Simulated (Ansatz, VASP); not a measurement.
Two plane-wave programs on C

File INCAR:

```
SYSTEM = C
ALGO = Normal
EDIFF = 1E-6
ENCUT = 520
GGA = CA
ISIF = 2
ISMEAR = 0
LASPH = .True.
LCHARG = .True.
LELF = .True.
LREAL = .False.
LVHAR = .True.
LWAVE = .False.
NBANDS = 11
NELM = 60
PREC = Accurate
SIGMA = 0.05
```

KPOINTS

```
k-points
0
Gamma
  12 12 12
  0 0 0
```

File POSCAR:

```
C
1.0
    1.1666250292      0.6735512746      3.3470108394
   -1.1666250292      0.6735512746      3.3470108394
    0.0000000000     -1.3471025493      3.3470108394
C
2
Direct
    0.1640000000      0.1640000000      0.1640000000
    0.8360000000      0.8360000000      0.8360000000
```

Input for Ansatz:

```yaml
crystal:
  lattice:
    - [1.1666250292, 0.6735512746, 3.3470108394]
    - [-1.1666250292, 0.6735512746, 3.3470108394]
    - [0.0, -1.3471025493, 3.3470108394]
  atoms:
    - { symbol: C, position: [0.164, 0.164, 0.164] }
    - { symbol: C, position: [0.836, 0.836, 0.836] }
basis:
  ecutwfc: 420
kpoints:
  mp_grid: { grid: [12, 12, 12] }
hamiltonian:
  xc: lda
scf:
  occupations: { method: gaussian, width: 0.05 }
output:
  forces: true
  stress: true
  eigenvalues: true
```

Change from the starting cell: strain -0.050 along x and y, +0.000 along z, atoms carried along.

Alike in both runs: task single point; functional LDA; k mesh 12 × 12 × 12; occupations gaussian, width 0.05 eV; no spin polarisation.

|  | VASP | Ansatz |
| --- | --- | --- |
| version | VASP 6.6.1 | Ansatz 0.2.0 |
| potentials or method | VASP PAW LDA potentials, release 64 (C) | scalar-relativistic, plane waves, PAW |
| plane-wave cutoff (eV) | 520 | 420 |
| valence electrons in the cell | 8 | 8 |

```csv
,VASP,Ansatz,Ansatz less VASP
gap on the k mesh at the Fermi level (eV),0.73,0.73,-0.002
least direct gap on the mesh (eV),0.73,0.73,-0.002
pressure (GPa),49.7,48.8,-0.80
largest component of the traceless stress (GPa),51.12,50.16,-0.951
rms of the force components (eV/Å),0.480,0.483,+0.0026
```

Atom by atom the forces differ by 0.003 eV/Å (rms over components).

Caveats: so large a pressure means that the cell lies far from this level's equilibrium, or that cutoff or potentials fall short (VASP).
